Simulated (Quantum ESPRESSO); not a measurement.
# Fe (P6_3/mmc) in Quantum ESPRESSO: a series of runs

The runs below take Fe through single point, equation of state, with LDA.

Everything below comes from runs of Quantum ESPRESSO 7.5. Logs are shortened: lines on timing, memory, paths and dates and some standing lists are left out, and cuts for length are marked.

## 1. The structure

The structure is hexagonal, space group P6_3/mmc (No. 194). The conventional cell has a = 2.434 Å, b = 2.434 Å, c = 3.842 Å, α = 90.00°, β = 90.00°, γ = 120.00°. Fe (site symmetry -6m2) has 12 Fe at 2.38 to 2.43 Å as nearest neighbours.

This isn't the form of Fe at room conditions, which is bcc.

## 2. Single point, LDA, collinear spin, ferromagnetic start, 9.27 Å³/atom

Contents of pw.in:

```
&CONTROL
  calculation = 'scf'
  prefix = 'pwscf'
  outdir = './tmp'
  pseudo_dir = './pseudo'
  tprnfor = .true.
  tstress = .true.
  disk_io = 'nowf'
/
&SYSTEM
  ibrav = 0
  nat = 2
  ntyp = 1
  ecutwfc = 90
  nbnd = 27
  occupations = 'smearing'
  smearing = 'fd'
  degauss = 0.00367493
  nspin = 2
  starting_magnetization(1) = 0.1875
/
&ELECTRONS
  conv_thr = 4d-10
  electron_maxstep = 120
  mixing_beta = 0.3
/
ATOMIC_SPECIES
Fe    55.8450 Fe.upf
CELL_PARAMETERS angstrom
   2.3844669570    0.0000000000    0.0000000000
  -1.1922334785    2.0650089592    0.0000000000
   0.0000000000    0.0000000000    3.7635056374
ATOMIC_POSITIONS crystal
Fe     0.6666666667    0.3333333333    0.7500000000
Fe     0.3333333333    0.6666666667    0.2500000000
K_POINTS automatic
12 12 7 0 0 0
```

Potentials or basis: PseudoDojo 0.4.1 SR LDA standard.

Run with:

```console
$ OMP_NUM_THREADS=1 pw.x -in pw.in > pw.out
```

pw.out:

```text
This program is part of the open-source Quantum ESPRESSO suite
     for quantum simulation of materials; please cite
[... 9 lines left out ...]
     --------------------
     sticks:   dense  smooth     PW     G-vecs:    dense   smooth      PW
     Sum         499     499    151                14401    14401    2429

     Using Slab Decomposition

     bravais-lattice index     =            0
     lattice parameter (alat)  =       4.5060  a.u.
     unit-cell volume          =     125.0554 (a.u.)^3
     number of atoms/cell      =            2
     number of atomic types    =            1
     number of electrons       =        32.00
     number of Kohn-Sham states=           27
     kinetic-energy cutoff     =      90.0000  Ry
     charge density cutoff     =     360.0000  Ry
     scf convergence threshold =      4.0E-10
     mixing beta               =       0.3000
     number of iterations used =            8  plain     mixing
     Exchange-correlation= SLA  PW   NOGX NOGC
                           (   1   4   0   0   0   0   0)

     celldm(1)=   4.505990  celldm(2)=   0.000000  celldm(3)=   0.000000
     celldm(4)=   0.000000  celldm(5)=   0.000000  celldm(6)=   0.000000

     crystal axes: (cart. coord. in units of alat)
               a(1) = (   1.000000   0.000000   0.000000 )
               a(2) = (  -0.500000   0.866025   0.000000 )
               a(3) = (   0.000000   0.000000   1.578343 )

     reciprocal axes: (cart. coord. in units 2 pi/alat)
               b(1) = (  1.000000  0.577350 -0.000000 )
               b(2) = (  0.000000  1.154701  0.000000 )
               b(3) = (  0.000000 -0.000000  0.633576 )

     PseudoPot. # 1 for Fe read from file:
     Fe.upf
     Pseudo is Norm-conserving + core correction, Zval = 16.0
     Generated using ONCVPSP code by D. R. Hamann
     Using radial grid of 1408 points,  6 beta functions with:
                l(1) =   0
                l(2) =   0
                l(3) =   1
                l(4) =   1
                l(5) =   2
                l(6) =   2

     atomic species   valence    mass     pseudopotential
     Fe               16.00    55.84500     Fe( 1.00)

     Starting magnetic structure
     atomic species   magnetization
     Fe              0.188

     24 Sym. Ops., with inversion, found (12 have fractional translation)

   Cartesian axes

     site n.     atom                  positions (alat units)
         1        Fe     tau(   1) = (   0.5000000   0.2886751   1.1837569  )
         2        Fe     tau(   2) = (  -0.0000000   0.5773503   0.3945856  )

     number of k points=    76  Fermi-Dirac smearing, width (Ry)=  0.0037
                       cart. coord. in units 2pi/alat
        k(    1) = (   0.0000000   0.0000000   0.0000000), wk =   0.0009921
        k(    2) = (   0.0000000   0.0000000   0.0905109), wk =   0.0019841
        k(    3) = (   0.0000000   0.0000000   0.1810217), wk =   0.0019841
        k(    4) = (   0.0000000   0.0000000   0.2715326), wk =   0.0019841
        k(    5) = (   0.0000000   0.0962250   0.0000000), wk =   0.0059524
        k(    6) = (   0.0000000   0.0962250   0.0905109), wk =   0.0119048
[... 68 lines left out ...]
        k(   75) = (   0.3333333   0.5773503   0.1810217), wk =   0.0039683
        k(   76) = (   0.3333333   0.5773503   0.2715326), wk =   0.0039683

     Dense  grid:    14401 G-vectors     FFT dimensions: (  27,  27,  48)

     Generating pointlists ...
     new r_m :   0.4033 (alat units)  1.8175 (a.u.) for type    1

     Initial potential from superposition of free atoms

     starting charge      31.9994, renormalised to      32.0000
     Starting wfcs are   20 randomized atomic wfcs +    7 random wfcs

     Self-consistent Calculation

     iteration #  1     ecut=    90.00 Ry     beta= 0.30
     Davidson diagonalization with overlap
     ethr =  1.00E-02,  avg # of iterations =  3.9

     Threshold (ethr) on eigenvalues was too large:
     Diagonalizing with lowered threshold

     Davidson diagonalization with overlap
     ethr =  4.54E-04,  avg # of iterations =  1.1

     total energy              =    -500.89407280 Ry
     estimated scf accuracy    <       0.14670082 Ry

     total magnetization       =     3.52 Bohr mag/cell
     absolute magnetization    =     3.54 Bohr mag/cell

     iteration #  2     ecut=    90.00 Ry     beta= 0.30
     Davidson diagonalization with overlap
     ethr =  4.58E-04,  avg # of iterations =  1.1

     total energy              =    -500.92262485 Ry
     estimated scf accuracy    <       0.05845339 Ry

     total magnetization       =     3.27 Bohr mag/cell
     absolute magnetization    =     3.30 Bohr mag/cell

     iteration #  3     ecut=    90.00 Ry     beta= 0.30
     Davidson diagonalization with overlap
     ethr =  1.83E-04,  avg # of iterations =  1.2

     total energy              =    -500.94780407 Ry
     estimated scf accuracy    <       0.03715445 Ry

     total magnetization       =     2.61 Bohr mag/cell
     absolute magnetization    =     2.67 Bohr mag/cell

     iteration #  4     ecut=    90.00 Ry     beta= 0.30
     Davidson diagonalization with overlap
     ethr =  1.16E-04,  avg # of iterations =  1.0

     total energy              =    -500.97357613 Ry
     estimated scf accuracy    <       0.01449742 Ry

     total magnetization       =     1.50 Bohr mag/cell
     absolute magnetization    =     1.62 Bohr mag/cell

     iteration #  5     ecut=    90.00 Ry     beta= 0.30
     Davidson diagonalization with overlap
     ethr =  4.53E-05,  avg # of iterations =  1.3

     total energy              =    -500.97632844 Ry
     estimated scf accuracy    <       0.00579875 Ry

     total magnetization       =     0.75 Bohr mag/cell
     absolute magnetization    =     0.85 Bohr mag/cell

     iteration #  6     ecut=    90.00 Ry     beta= 0.30
     Davidson diagonalization with overlap
     ethr =  1.81E-05,  avg # of iterations =  1.7

     total energy              =    -500.99127919 Ry
     estimated scf accuracy    <       0.00111896 Ry

     total magnetization       =    -0.09 Bohr mag/cell
     absolute magnetization    =     0.09 Bohr mag/cell

     iteration #  7     ecut=    90.00 Ry     beta= 0.30
     Davidson diagonalization with overlap
     ethr =  3.50E-06,  avg # of iterations =  1.9

     total energy              =    -500.99153626 Ry
     estimated scf accuracy    <       0.00011968 Ry

     total magnetization       =    -0.06 Bohr mag/cell
     absolute magnetization    =     0.06 Bohr mag/cell

     iteration #  8     ecut=    90.00 Ry     beta= 0.30
     Davidson diagonalization with overlap
     ethr =  3.74E-07,  avg # of iterations =  1.1

     total energy              =    -500.99148123 Ry
     estimated scf accuracy    <       0.00002732 Ry

     total magnetization       =     0.01 Bohr mag/cell
     absolute magnetization    =     0.03 Bohr mag/cell

     iteration #  9     ecut=    90.00 Ry     beta= 0.30
     Davidson diagonalization with overlap
     ethr =  8.54E-08,  avg # of iterations =  2.0

     total energy              =    -500.99158912 Ry
     estimated scf accuracy    <       0.00004693 Ry

     total magnetization       =    -0.06 Bohr mag/cell
     absolute magnetization    =     0.07 Bohr mag/cell

     iteration # 10     ecut=    90.00 Ry     beta= 0.30
     Davidson diagonalization with overlap
     ethr =  8.54E-08,  avg # of iterations =  1.6

     total energy              =    -500.99167374 Ry
     estimated scf accuracy    <       0.00000074 Ry

     total magnetization       =     0.00 Bohr mag/cell
     absolute magnetization    =     0.00 Bohr mag/cell

     iteration # 11     ecut=    90.00 Ry     beta= 0.30
     Davidson diagonalization with overlap
     ethr =  2.31E-09,  avg # of iterations =  1.0

     total energy              =    -500.99167389 Ry
     estimated scf accuracy    <       0.00000029 Ry

     total magnetization       =     0.00 Bohr mag/cell
     absolute magnetization    =     0.00 Bohr mag/cell

     iteration # 12     ecut=    90.00 Ry     beta= 0.30
     Davidson diagonalization with overlap
     ethr =  9.06E-10,  avg # of iterations =  1.2

     total energy              =    -500.99167393 Ry
     estimated scf accuracy    <       0.00000008 Ry

     total magnetization       =     0.00 Bohr mag/cell
     absolute magnetization    =     0.00 Bohr mag/cell

     iteration # 13     ecut=    90.00 Ry     beta= 0.30
     Davidson diagonalization with overlap
     ethr =  2.40E-10,  avg # of iterations =  1.5

     total energy              =    -500.99167399 Ry
     estimated scf accuracy    <          6.7E-09 Ry

     total magnetization       =     0.00 Bohr mag/cell
     absolute magnetization    =     0.00 Bohr mag/cell

     iteration # 14     ecut=    90.00 Ry     beta= 0.30
     Davidson diagonalization with overlap
     ethr =  2.11E-11,  avg # of iterations =  1.6

     Magnetic moment per site  (integrated on atomic sphere of radius R)
     atom   1 (R=0.403)  charge= 14.3383  magn= -0.0000
     atom   2 (R=0.403)  charge= 14.3383  magn= -0.0000

     End of self-consistent calculation

     Number of k-points >= 100: set verbosity='high' to print the bands.

     the Fermi energy is    23.2826 ev

!    total energy              =    -500.99167400 Ry
     estimated scf accuracy    <          7.6E-11 Ry
     smearing contrib. (-TS)   =      -0.00128905 Ry
     internal energy E=F+TS    =    -500.99038495 Ry

     The total energy is F=E-TS. E is the sum of the following terms:
     one-electron contribution =    -166.39891379 Ry
     hartree contribution      =     108.30202086 Ry
     xc contribution           =     -70.39281568 Ry
     ewald contribution        =    -372.50067633 Ry

     total magnetization       =    -0.00 Bohr mag/cell
     absolute magnetization    =     0.00 Bohr mag/cell

     convergence has been achieved in  14 iterations

     Forces acting on atoms (cartesian axes, Ry/au):

     atom    1 type  1   force =    -0.00000000    0.00000000    0.00000000
     atom    2 type  1   force =     0.00000000   -0.00000000    0.00000000

     Total force =     0.000000     Total SCF correction =     0.000000

     Computing stress (Cartesian axis) and pressure

          total   stress  (Ry/bohr**3)                   (kbar)     P=      104.27
   0.00065729   0.00000000   0.00000000           96.69        0.00        0.00
   0.00000000   0.00065729   0.00000000            0.00       96.69        0.00
   0.00000000   0.00000000   0.00081177            0.00        0.00      119.42

=------------------------------------------------------------------------------=
   JOB DONE.
=------------------------------------------------------------------------------=
```

Wall time 1.7 min (1 thread of Intel Xeon Platinum 8488C (Sapphire Rapids), shared host); peak memory 0.16 GiB.

What came out:

| Property | Result |
| --- | --- |
| Free energy | -6816.3390 eV |
| Pressure | 10.4 GPa |
| Band gap on the k mesh | none (metal or under the smearing width) |
| Net moment | 0.00 μB per cell |
| Absolute moment | 0.00 μB per cell |
| Valence electrons inside the program's atomic spheres | Fe 14.34 |

Caveat: the starting moments collapsed, and a magnetic state may lie lower.

## 3. Single point, LDA, collinear spin, ferromagnetic start, 9.46 Å³/atom

Changes to pw.in since step 2:

```diff
@@ -29,5 +29,5 @@
 CELL_PARAMETERS angstrom
-   2.3844669570    0.0000000000    0.0000000000
-  -1.1922334785    2.0650089592    0.0000000000
-   0.0000000000    0.0000000000    3.7635056374
+   2.4012595311    0.0000000000    0.0000000000
+  -1.2006297656    2.0795517550    0.0000000000
+   0.0000000000    0.0000000000    3.7900100715
 ATOMIC_POSITIONS crystal
```

Potentials or basis: PseudoDojo 0.4.1 SR LDA standard.

Run with:

```console
$ OMP_NUM_THREADS=1 pw.x -in pw.in > pw.out
```

Wall time 1.9 min (1 thread of Intel Xeon Platinum 8488C (Sapphire Rapids), shared host); peak memory 0.16 GiB.

The run converged. Its results:

* Free energy: -6816.3550 eV
* Pressure: 2.4 GPa
* Band gap on the k mesh: none (metal or under the smearing width)
* Net moment: 0.00 μB per cell
* Absolute moment: 0.00 μB per cell
* Valence electrons inside the program's atomic spheres: Fe 14.36

Caveat: the starting moments collapsed, and a magnetic state may lie lower.

## 4. Single point, LDA, collinear spin, ferromagnetic start, 9.66 Å³/atom

Changes to pw.in since step 3:

```diff
@@ -29,5 +29,5 @@
 CELL_PARAMETERS angstrom
-   2.4012595311    0.0000000000    0.0000000000
-  -1.2006297656    2.0795517550    0.0000000000
-   0.0000000000    0.0000000000    3.7900100715
+   2.4178204650    0.0000000000    0.0000000000
+  -1.2089102325    2.0938939445    0.0000000000
+   0.0000000000    0.0000000000    3.8161488980
 ATOMIC_POSITIONS crystal
```

Run with:

```console
$ OMP_NUM_THREADS=1 pw.x -in pw.in > pw.out
```

It took 1.9 min on 1 thread of Intel Xeon Platinum 8488C (Sapphire Rapids), shared host; peak memory 0.16 GiB.

It converged, with:

```
Free energy                                           : -6816.3524 eV
Pressure                                              : -4.7 GPa
Band gap on the k mesh                                : none (metal or under the smearing width)
Net moment                                            : 0.00 μB per cell
Absolute moment                                       : 0.00 μB per cell
Valence electrons inside the program's atomic spheres : Fe 14.37
```

Caveat: the starting moments collapsed, and a magnetic state may lie lower.

## 5. Single point, LDA, collinear spin, ferromagnetic start, 9.86 Å³/atom

Changes to pw.in since step 4:

```diff
@@ -29,5 +29,5 @@
 CELL_PARAMETERS angstrom
-   2.4178204650    0.0000000000    0.0000000000
-  -1.2089102325    2.0938939445    0.0000000000
-   0.0000000000    0.0000000000    3.8161488980
+   2.4341575853    0.0000000000    0.0000000000
+  -1.2170787927    2.1080423057    0.0000000000
+   0.0000000000    0.0000000000    3.8419344700
 ATOMIC_POSITIONS crystal
```

Run with:

```console
$ OMP_NUM_THREADS=1 pw.x -in pw.in > pw.out
```

Run time: 2 min. Hardware: 1 thread of Intel Xeon Platinum 8488C (Sapphire Rapids), shared host; peak memory 0.17 GiB.

Results (log left out):

* Free energy: -6816.3332 eV
* Pressure: -11.1 GPa
* Band gap on the k mesh: none (metal or under the smearing width)
* Net moment: 0.00 μB per cell
* Absolute moment: 0.00 μB per cell
* Valence electrons inside the program's atomic spheres: Fe 14.39

Caveat: the starting moments collapsed, and a magnetic state may lie lower.

## 6. Single point, LDA, collinear spin, ferromagnetic start, 10.05 Å³/atom

Changes to pw.in since step 5:

```diff
@@ -29,5 +29,5 @@
 CELL_PARAMETERS angstrom
-   2.4341575853    0.0000000000    0.0000000000
-  -1.2170787927    2.1080423057    0.0000000000
-   0.0000000000    0.0000000000    3.8419344700
+   2.4502783040    0.0000000000    0.0000000000
+  -1.2251391521    2.1220032576    0.0000000000
+   0.0000000000    0.0000000000    3.8673784861
 ATOMIC_POSITIONS crystal
```

Potentials or basis: PseudoDojo 0.4.1 SR LDA standard.

Run with:

```console
$ OMP_NUM_THREADS=1 pw.x -in pw.in > pw.out
```

Wall time 2.3 min (1 thread of Intel Xeon Platinum 8488C (Sapphire Rapids), shared host); peak memory 0.17 GiB.

Results (log left out):

- Free energy: -6816.2992 eV
- Pressure: -16.7 GPa
- Band gap on the k mesh: none (metal or under the smearing width)
- Net moment: 0.00 μB per cell
- Absolute moment: 0.00 μB per cell
- Valence electrons inside the program's atomic spheres: Fe 14.40

Caveat: the starting moments collapsed, and a magnetic state may lie lower.

## 7. Single point, LDA, collinear spin, ferromagnetic start, 10.25 Å³/atom

Changes to pw.in since step 6:

```diff
@@ -29,5 +29,5 @@
 CELL_PARAMETERS angstrom
-   2.4502783040    0.0000000000    0.0000000000
-  -1.2251391521    2.1220032576    0.0000000000
-   0.0000000000    0.0000000000    3.8673784861
+   2.4661896479    0.0000000000    0.0000000000
+  -1.2330948240    2.1357828857    0.0000000000
+   0.0000000000    0.0000000000    3.8924920371
 ATOMIC_POSITIONS crystal
```

Run with:

```console
$ OMP_NUM_THREADS=1 pw.x -in pw.in > pw.out
```

It took 3 min on 1 thread of Intel Xeon Platinum 8488C (Sapphire Rapids), shared host; peak memory 0.17 GiB.

The run converged. Its results:

* Free energy: -6816.2521 eV
* Pressure: -21.8 GPa
* Band gap on the k mesh: none (metal or under the smearing width)
* Net moment: 0.00 μB per cell
* Absolute moment: 0.00 μB per cell
* Valence electrons inside the program's atomic spheres: Fe 14.42

Caveat: the starting moments collapsed, and a magnetic state may lie lower.

## 8. Single point, LDA, collinear spin, ferromagnetic start, 10.45 Å³/atom

Changes to pw.in since step 7:

```diff
@@ -29,5 +29,5 @@
 CELL_PARAMETERS angstrom
-   2.4661896479    0.0000000000    0.0000000000
-  -1.2330948240    2.1357828857    0.0000000000
-   0.0000000000    0.0000000000    3.8924920371
+   2.4818982858    0.0000000000    0.0000000000
+  -1.2409491429    2.1493869651    0.0000000000
+   0.0000000000    0.0000000000    3.9172856485
 ATOMIC_POSITIONS crystal
```

Run with:

```console
$ OMP_NUM_THREADS=1 pw.x -in pw.in > pw.out
```

Wall time 3.1 min (1 thread of Intel Xeon Platinum 8488C (Sapphire Rapids), shared host); peak memory 0.18 GiB.

The run converged. Its results:

```
Free energy                                           : -6816.1932 eV
Pressure                                              : -26.3 GPa
Band gap on the k mesh                                : none (metal or under the smearing width)
Net moment                                            : 0.00 μB per cell
Absolute moment                                       : 0.00 μB per cell
Valence electrons inside the program's atomic spheres : Fe 14.43
```

Caveat: the starting moments collapsed, and a magnetic state may lie lower.

## 9. Equation of state, LDA, collinear spin, ferromagnetic start

Potentials or basis: PseudoDojo 0.4.1 SR LDA standard.

This step only gathers the single runs of the series.

What came out:

* Equilibrium volume: 9.53 Å³/atom
* Bulk modulus at fixed shape and positions: 351 GPa
* Pressure derivative of the bulk modulus: 4.6

Energy against volume, from the lowest point:
| volume (Å³/atom) | energy (meV/atom) |
| --- | --- |
| 9.266 | 8.00 |
| 9.463 | 0.00 |
| 9.660 | 1.30 |
| 9.857 | 10.89 |
| 10.054 | 27.88 |
| 10.251 | 51.45 |
| 10.448 | 80.88 |

Caveat: the cell was scaled at fixed shape and fractional positions, which overstates the stiffness of a crystal with free parameters, most of all of layers and chains.
